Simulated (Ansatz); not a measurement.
**Field gradients of SnO from run to run**

Cell of run 1: an entry of the Crystallography Open Database (COD), atoms as given.

```cif
data_structure
_symmetry_space_group_name_H-M 'P 1'
_symmetry_Int_Tables_number 1
_cell_length_a 3.7986
_cell_length_b 3.7986
_cell_length_c 11.1200
_cell_angle_alpha 90.000
_cell_angle_beta 90.000
_cell_angle_gamma 97.685
_cell_volume 159.02
loop_
_atom_site_label
_atom_site_type_symbol
_atom_site_fract_x
_atom_site_fract_y
_atom_site_fract_z
_atom_site_occupancy
Sn1 Sn 0.00000 0.00000 0.00000 1
Sn2 Sn 0.00000 0.00000 0.50000 1
Sn3 Sn 0.55900 0.44100 0.25400 1
Sn4 Sn 0.44100 0.55900 0.75400 1
O5 O 0.93000 0.43000 0.38000 1
O6 O 0.07000 0.57000 0.88000 1
O7 O 0.57000 0.07000 0.38000 1
O8 O 0.43000 0.93000 0.88000 1
```

Sites (sets of like atoms) are named by element and the number of their first atom in this list.

Relaxed positions (PBE, cell held):

```
CELL_PARAMETERS angstrom
2.50000 -2.86000 0.00000
2.50000 2.86000 0.00000
0.00000 0.00000 11.12000
ATOMIC_POSITIONS crystal
Sn 0.00006 0.99994 0.98582
Sn 0.99994 0.00006 0.48582
Sn 0.49968 0.50032 0.27117
Sn 0.50032 0.49968 0.77117
O 0.99981 0.50000 0.37851
O 0.00019 0.50000 0.87851
O 0.50000 0.00019 0.37851
O 0.50000 0.99981 0.87851
```

All runs are DFT with Ansatz 0.2.0 (plane waves and PAW, scalar-relativistic unless spin–orbit coupling is named, Γ-centred meshes, Fermi–Dirac smearing where given) in this cell.

Run 1: PBE, atoms as given; 420 eV, 8×8×3 k-points, smearing 0.02 eV.
Run 2: r2SCAN, at the relaxed atoms; 500 eV, 8×8×3 k-points, smearing 0.02 eV.
Run 3: PBE with spin–orbit coupling, at the relaxed atoms; 420 eV, 8×8×3 k-points, smearing 0.02 eV.
Run 4: LDA, at the relaxed atoms; 420 eV, 8×8×3 k-points, smearing 0.02 eV.
Run 5: PBEsol, at the relaxed atoms; 420 eV, 8×8×3 k-points, smearing 0.02 eV.

| run | Sn1 V_zz (η) | Sn3 V_zz (η) | O V_zz (η) |
| --- | --- | --- | --- |
| 1 | -17.48 (0.49) | -33.2 (0.31) | -4.66 (0.86) |
| 2 | -19.71 (0.27) | -19.71 (0.27) | -5.30 (0.40) |
| 3 | ? | ? | ? |
| 4 | -17.76 (0.32) | -17.77 (0.32) | -4.99 (0.42) |
| 5 | -17.90 (0.32) | -17.90 (0.32) | -4.99 (0.42) |

V_zz in 10²¹ V/m².

Question: Estimate the row of run 3.

Answer: Sn1: -18.54 (0.30); Sn3: -18.54 (0.30); O: -5.04 (0.42). It lies nearest to run 5, from whose tensors on these sites it differs by 0.64 at most (largest principal value of the difference, on Sn1). On some sites the largest principal value moves to another axis from run to run, and the sign of V_zz can flip with it. On Sn3 V_xx and V_yy change places between runs (or their axes turn by over 50°), so η hides a larger change.

Semilocal functionals make gaps too small and can close them, so the real compound need not be a metal. With these PAW files V_zz is typically within 2 to 3 % of all-electron values, but misses above 10 % occur on Sn. The database positions were far from equilibrium, so the relaxed structure may not be the compound's real one. In run 1 there is no gap above 0.1 eV, so the gradients can move by 10 % or more with the k-mesh. In runs 1, 2, 4, 5 the atoms aren't at the calculated equilibrium (largest force 8.8, 0.54, 0.67, 0.34 eV/Å). The cell isn't the equilibrium one in runs 1, 2, 3, 4, 5 (calculated pressure 10, -1, 2, -4, -1 GPa, with larger principal stresses), and the entry's cell may itself be off. Run 1: The database positions are far from the calculated equilibrium, so these values describe the entry as written and may be far from the real compound's.
